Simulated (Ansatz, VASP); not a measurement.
## Two plane-wave programs on As

```
As
1.0
     2.64849    0.00000    0.00000
     0.00000    2.64849    0.00000
     0.00000    0.00000    2.64849
As
1
Direct
  0.50000 0.50000 0.50000
```

This isn't the form of As at room conditions, which is rhombohedral.

Alike in both runs: task single point; functional PBEsol; k mesh 10 × 10 × 10; occupations fermi-dirac, width 0.05 eV; no spin polarisation.

```csv
,VASP,Ansatz
version,VASP 6.6.1,Ansatz 0.2.0
potentials or method,"VASP PAW PBE potentials, release 64 (As)",Ansatz PAW
plane-wave cutoff (eV),520,420
valence electrons in the cell,5,15
```

|  | VASP | Ansatz | Ansatz less VASP |
| --- | --- | --- | --- |
| gap on the k mesh at the Fermi level (eV) | none | none | - |
| pressure (GPa) | 4.9 | 4.4 | -0.47 |

A gap of «none» marks a metal or a gap that the smearing closes. The two sets of potentials don't hold the same shells in valence.

Caveats: the PAW data sets were made with another functional, which shifts forces and pressure a little (VASP); the PAW data sets come from PBE, with cores solved anew for the run's functional, which leaves a small shift of forces and pressure (Ansatz).
